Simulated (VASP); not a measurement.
Tb, 2 atoms in the cell. The typed cell holds 2 atoms: a = 3.506 Å, b = 3.514 Å, c = 6.904 Å, α = 109.04°, β = 108.71°, γ = 111.27°. This isn't the form of Tb at room conditions, which is hcp. The cell isn't the ideal one: cell strained at random at fixed volume.

| Item | Value |
| --- | --- |
| Program | VASP 6.6.1 |
| Task | relaxation of the atoms |
| Functional | RPBE |
| Dispersion | D3(BJ) |
| Potentials or basis | VASP PAW PBE potentials, release 64 (Tb_3), 4f in core |
| Cutoff | 520 eV |
| k mesh | 9 × 9 × 5 |
| Occupations | gaussian, width 0.05 eV |
| Spin | collinear spin, ferrimagnetic start |
| Starting moments | [6.0, -3.0] μB |
| Supercell matrix | [1, 0, 0, 0, 1, 0, 0, 0, 2] |
| Further INCAR settings | ALGO = Normal; EDIFF = 1e-07; IBRION = 2; EDIFFG = -0.01; NSW = 60 |

Potentials or basis: VASP PAW PBE potentials, release 64 (Tb_3), 4f in core.

The run is started by

```bash
$ cat potpaw_PBE.64/Tb_3/POTCAR > POTCAR
$ mpirun -np 1 vasp_std > vasp.out
```

Hardware: 1 thread of AMD EPYC 7R13 Processor (Zen 3), on a shared host.

How long does it take, and how much memory?

Wall time 13 min on 1 thread of AMD EPYC 7R13 Processor (Zen 3), on a shared host, peak memory 0.42 GiB. Counts: scf iterations 20, k points 203, ion steps 1.
